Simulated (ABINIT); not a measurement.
Runs of ABINIT 10.8.3 (patched build) on SrO. It takes space group Fm-3m (No. 225, cubic). Conventional cell: a = 5.133 Å, b = 5.133 Å, c = 5.133 Å, α = 90.00°, β = 90.00°, γ = 90.00°. Sr (site symmetry m-3m) has 6 O at 2.57 Å as nearest neighbours. O (site symmetry m-3m) has 6 Sr at 2.57 Å as nearest neighbours. 

```tsv
level	smearing	share of exact exchange	dielectric constant that sets the share	gap on the mesh (eV)
PBE0	fermi-dirac 0.05 eV	0.35	-	6.47
PBE0	fermi-dirac 0.05 eV	0.05	-	(b)
PBE-EpsX	fixed	-	3.75395	(a)
PBE0	fermi-dirac 0.05 eV	0.25	-	5.55
PBE0	fermi-dirac 0.05 eV	0.15	-	4.64
```

Alike in all rows: task single point; potentials or basis SPMS NC PBE v1.0; no spin polarisation; cell as given; k mesh 6 × 6 × 6; cutoff (eV) 952.

Fill in the values left out.

(a) 5.70; (b) 3.76.

Caveats: exact exchange is summed on a coarse mesh, which widens gaps by tenths of an eV.

A k mesh can miss the band edges, and the runs leave out spin-orbit coupling on Sr.

Runs at the PBE level aren't shown here.
